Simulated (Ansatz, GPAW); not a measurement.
**One calculation of W, 3 ways**

```xyz
1
Lattice="-1.5823 1.5823 1.5823 1.5823 -1.5823 1.5823 1.5823 1.5823 -1.5823" Properties=species:S:1:pos:R:3 pbc="T T T"
W     0.0000    0.0000    0.0000
```

Alike in all runs: task single point; functional PBE; k mesh 12 × 12 × 12; occupations gaussian, width 0.014 eV; no spin polarisation; no spin-orbit coupling. Pressure is positive in compression and, in plane waves, holds the error of the finite cutoff, which Ansatz's Pulay term estimates and takes out.

```csv
program and potentials,plane-wave cutoff (eV),notes,band gap (eV),pressure (GPa)
"Ansatz, Ansatz PAW",420,Pulay term of +0.08 GPa included,no gap,6.03
"GPAW, GPAW PAW data sets (gpaw-data 1.2.1)",600,-,no gap,5.86
"Ansatz, all-electron LAPW, scalar-relativistic",-,-,no gap,6.11
```

None finds a gap. The pressure spans 5.86 (GPAW, GPAW PAW data sets (gpaw-data 1.2.1)) to 6.11 GPa (Ansatz, all-electron LAPW, scalar-relativistic), with all-electron results at 6.11.

Differences between rows come from potentials, basis sets and numerical settings, since the functional is the same but for its coding. Runs on potential files found faulty are left out.

All three calculations put bcc tungsten under compression at this volume, with pressures from 5.86 to 6.11 GPa, so the cell is smaller than the one PBE would choose. Since the lattice parameter is close to the measured one, the pressure mainly reflects the known tendency of PBE to overestimate the volumes of heavy transition metals, not a physical load on the crystal. Tungsten's roughly half-filled d band occupies mostly bonding states and leaves antibonding ones largely empty, which makes the metal very stiff, and even a slight mismatch in lattice parameter then costs several GPa.

The spread between the programs is small beside the pressure itself; the lower GPAW value may come from residual basis-set stress or from the PAW data sets. The absence of a gap is as expected: in bcc tungsten the Fermi level lies in a pseudogap, where the density of states is low but finite. A single volume fixes neither the equilibrium lattice parameter nor the bulk modulus.
